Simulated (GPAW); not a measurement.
SnO2: single point with PBE

SnO2:

```
Sn O
1.0
     1.60092    0.92429    4.80059
    -1.60092    0.92429    4.80059
     0.00000   -1.84859    4.80059
Sn O
1 2
Direct
  0.50000 0.50000 0.50000
  0.76283 0.76283 0.76283
  0.23717 0.23717 0.23717
```

Measurements of this composition are mostly on another form, of space group No. 136.

The cell isn't the ideal one: strain = -0.01.

| Property | Result |
| --- | --- |
| Program | GPAW 26.7.0 |
| Task | single point |
| Functional | PBE |
| Potentials or basis | GPAW PAW data sets (gpaw-data 1.2.1) |
| Cutoff | 800 eV |
| Basis | pw |
| k mesh | 10 × 10 × 10 |
| Occupations | fermi-dirac, width 0.05 eV |
| Spin | no spin polarisation |

* Pressure: 1.8 GPa
* Largest force: 0.034 eV/Å
* Band gap on the k mesh: 2.15 eV, indirect (least direct gap 2.29 eV)

Forces on the atoms (eV/Å):
```
Sn   0.000  0.000  0.000
O    0.000  0.000  0.034
O    0.000  0.000 -0.034
```

Stress tensor (GPa, compression positive):
```
2.66 0.00 0.00
0.00 2.66 0.00
0.00 0.00 0.02
```

Levels at points of the mesh, in eV from the valence-band top:
```tsv
k point	band 9	band 10	band 11	band 12	band 13	band 14	band 15	band 16	band 17	band 18
(0.00, 0.00, 0.00)	-1.26	-1.26	-0.84	-0.84	-0.14	2.15	5.86	11.32	11.32	11.83
(0.50, 0.00, 0.00)	-4.21	-2.95	-1.51	-0.56	-0.55	5.57	7.88	10.31	12.42	12.95
(0.50, 0.50, 0.00)	-4.44	-3.04	-1.19	-0.43	-0.02	5.30	7.07	10.96	11.48	12.64
(0.50, 0.50, 0.50)	-1.32	-1.32	-1.28	-0.79	-0.79	3.39	5.79	11.49	11.49	12.15
```

Run time: 4.3 min on 1 thread of Arm Neoverse V1, with other jobs on the host, peak memory 0.33 GiB.

Caveat: the density grid can change from cell to cell, which puts small steps into energies and stress; spin-orbit coupling is left out, which moves the levels of the heavy elements; the program warned that so skewed a cell can give wrong results. A k mesh can miss the band edges.
